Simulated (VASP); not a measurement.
Set up this calculation in VASP 6.6.1, as the native input.

```
Task                   : single point
Functional             : r2SCAN
Potentials or basis    : VASP PAW PBE potentials, release 64 (Pt, Se)
Cutoff                 : 520 eV
k mesh                 : 8 × 8 × 5
Occupations            : fermi-dirac, width 0.05 eV
Spin                   : no spin polarisation
Hubbard terms          : Pt d U = 6.0 eV
Dipole correction      : no
Further INCAR settings : ALGO = Normal; EDIFF = 1e-06; NBANDS = 18
```

PtSe2 (Sudovikovite):

```xyz
3
Lattice="3.6480 0.0000 0.0000 -1.8240 3.1592 0.0000 0.0000 0.0000 4.9587" Properties=species:S:1:pos:R:3 pbc="T T T"
Pt    0.0000    0.0000    0.0000
Se    1.8240    1.0531    3.7190
Se    0.0000    2.1062    1.2397
```

The cell isn't the ideal one: volume scaled by 0.94.

The input as run:

POSCAR

```
PtSe2
1.0
    3.6479786689      0.0000000000      0.0000000000
   -1.8239893344      3.1592421997      0.0000000000
    0.0000000000      0.0000000000      4.9586648823
Pt Se
1 2
Direct
    0.0000000000      0.0000000000      0.0000000000
    0.6666666667      0.3333333333      0.7500000000
    0.3333333333      0.6666666667      0.2500000000
```

INCAR.step1

```
SYSTEM = PtSe2
PREC = Accurate
ENCUT = 520
ISMEAR = -1
SIGMA = 0.05
LREAL = .FALSE.
LASPH = .TRUE.
NELM = 150
LMAXMIX = 4
LDAU = .TRUE.
LDAUTYPE = 2
LDAUL = 2 -1
LDAUU = 6 0
LDAUJ = 0 0
NBANDS = 18
GGA = PE
ALGO = Normal
EDIFF = 1E-4
LWAVE = .TRUE.
LCHARG = .FALSE.
```

INCAR.step2

```
SYSTEM = PtSe2
PREC = Accurate
ENCUT = 520
EDIFF = 1E-6
ISMEAR = -1
SIGMA = 0.05
LREAL = .FALSE.
LASPH = .TRUE.
NELM = 150
ALGO = Normal
ISIF = 2
LWAVE = .FALSE.
LCHARG = .TRUE.
LMAXMIX = 4
LDAU = .TRUE.
LDAUTYPE = 2
LDAUL = 2 -1
LDAUU = 6 0
LDAUJ = 0 0
LDAUPRINT = 1
METAGGA = R2SCAN
LMIXTAU = .TRUE.
LELF = .TRUE.
LVHAR = .TRUE.
NBANDS = 18
ISTART = 1
```

KPOINTS

```
Automatic mesh
0
G
  8 8 5
  0 0 0
```

Potentials or basis: VASP PAW PBE potentials, release 64 (Pt, Se).

The run is started by

```sh
$ cat potpaw_PBE.64/Pt/POTCAR potpaw_PBE.64/Se/POTCAR > POTCAR
$ cp INCAR.step1 INCAR
$ mpirun -np 1 vasp_std > vasp.out
$ cp INCAR.step2 INCAR
$ mpirun -np 1 vasp_std > vasp.out
```

Results of the run:

```json
{"Pressure": "10.1 GPa", "Largest force": "0.877 eV/Å", "Band gap on the k mesh": "none (metal or under the smearing width)"}
```

Caveat: the PAW data sets were made with another functional, which shifts forces and pressure a little; U without spin polarisation on a metal has little footing.

It took 2.7 min on 1 thread of Intel(R) Xeon(R) Platinum 8488C (Sapphire Rapids), on a shared host, peak memory 0.2 GiB.
